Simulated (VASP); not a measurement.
# Settings for PbS: projections on local functions

PbS, Fm-3m (no. 225), 2 atoms in the cell. PBE, projections on local functions; PAW potentials Pb_d, S (PBE set). VASP 6.6.1.

Wanted: filling of the local functions (per spin) within 0.005.

POSCAR:
```
PbS
1.0
    0.0000000000      2.9657500000      2.9657500000
    2.9657500000      0.0000000000      2.9657500000
    2.9657500000      2.9657500000      0.0000000000
Pb S
1 1
Direct
    0.0000000000      0.0000000000      0.0000000000
    0.5000000000      0.5000000000      0.5000000000
```

The series start from Cutoff ENCUT (eV): 500; k mesh: 6 × 6 × 6. Each series keeps the choices made before it, and each single choice may use up half of a tolerance. Times cover all steps of a run.

## Cutoff ENCUT (eV)

| Cutoff ENCUT (eV) | Filling of the local functions (per spin), largest deviation | Time (s) |
|---|---|---|
| 250 | 0.0292 | 5.0 |
| 300 | 0.0205 | 5.0 |
| 350 | 0.0152 | 6.6 |
| 400 | 0.0113 | 7.1 |
| 500 | 0.0059 | 8.2 |
| 600 | 0.0027 | 12 |
| 750 (reference) | 0.0000 | 17 |

Chosen: 750; the next looser run is off by more than half of the tolerance, so convergence isn't shown beyond this value.

## k mesh

| k mesh | Filling of the local functions (per spin), largest deviation | Time (s) |
|---|---|---|
| 3 × 3 × 3 | 0.0121 | 9.0 |
| 4 × 4 × 4 | 0.0013 | 11 |
| 5 × 5 × 5 | 0.0022 | 13 |
| 6 × 6 × 6 | 0.0001 | 17 |
| 7 × 7 × 7 | 0.0005 | 19 |
| 9 × 9 × 9 | 0.0001 | 28 |
| 11 × 11 × 11 (reference) | 0.0000 | 44 |

Chosen: 4 × 4 × 4, the loosest value from which every tighter one stays within half of the tolerance.

## All choices together

| Input | Filling of the local functions (per spin), largest deviation | Time (s) |
|---|---|---|
| program defaults, k points 0.5 per Å apart (naive) | 0.0281 | 2.7 |
| chosen settings | 0.0013 | 11 |
| reference settings throughout | 0.0000 | 44 |

The chosen settings stay within the tolerance of the reference run, but the reference itself isn't shown to be converged in: Cutoff ENCUT (eV).

## The input

INCAR.step1:
```
SYSTEM = PbS
ALGO = Normal ; EDIFF = 1E-6
ENCUT = 750 ; GGA = PE
ISMEAR = 0 ; KPAR = 2
LASPH = .TRUE. ; LCHARG = .FALSE.
LREAL = .FALSE. ; LWAVE = .TRUE.
NBANDS = 21 ; NELM = 120
PREC = Accurate ; SIGMA = 0.02
```

INCAR.step2:
```
SYSTEM = PbS
PREC = Accurate
ENCUT = 750
EDIFF = 1E-6
ISMEAR = 0
SIGMA = 0.02
LASPH = .TRUE.
LREAL = .FALSE.
ALGO = None
NELM = 1
LCHARG = .FALSE.
NBANDS = 21
GGA = PE
ISTART = 1
LWAVE = .FALSE.
LOCPROJ = "1 : s : Pr
1 : p : Pr
2 : s : Pr
2 : p : Pr"
```

INCAR.step3:
```
SYSTEM = PbS
PREC = Accurate
ENCUT = 750
EDIFF = 1E-6
ISMEAR = 0
SIGMA = 0.02
LASPH = .TRUE.
LREAL = .FALSE.
ALGO = None
NELM = 1
LCHARG = .FALSE.
NBANDS = 21
GGA = PE
ISTART = 1
LWAVE = .FALSE.
LOCPROJ = "1 : s : Hy 1 2.0
1 : p : Hy 1 2.0
2 : s : Hy 1 2.0
2 : p : Hy 1 2.0"
```

KPOINTS:
```
Automatic mesh
0
Gamma
  4 4 4
  0 0 0
```

Commands (each step's output is kept before the next begins):
```
cat potpaw_PBE.64/Pb_d/POTCAR potpaw_PBE.64/S/POTCAR > POTCAR
cp INCAR.step1 INCAR
mpirun -np 2 vasp_std > vasp.out
cp INCAR.step2 INCAR
mpirun -np 1 vasp_std > vasp.out
cp INCAR.step3 INCAR
mpirun -np 1 vasp_std > vasp.out
```

Limits: the functions aren't orthogonal, so the fillings don't add up to the electrons.

The chosen input took VASP 6.6.1 11 s on 2 cores (Intel Xeon 6975P-C (Granite Rapids)), a shared host.

## An input that fails: hybrid orbitals asked of PAW projectors

VASP's message: LPRJ_READER ERROR: function: 1 is not a simple spherical harmonic L= -3.

Changes against the starting input:
```
(step 2)
- LOCPROJ = "1 : s : Pr
1 : p : Pr
2 : s : Pr
2 : p : Pr"
+ LOCPROJ = 1 : sp3 : Pr
```
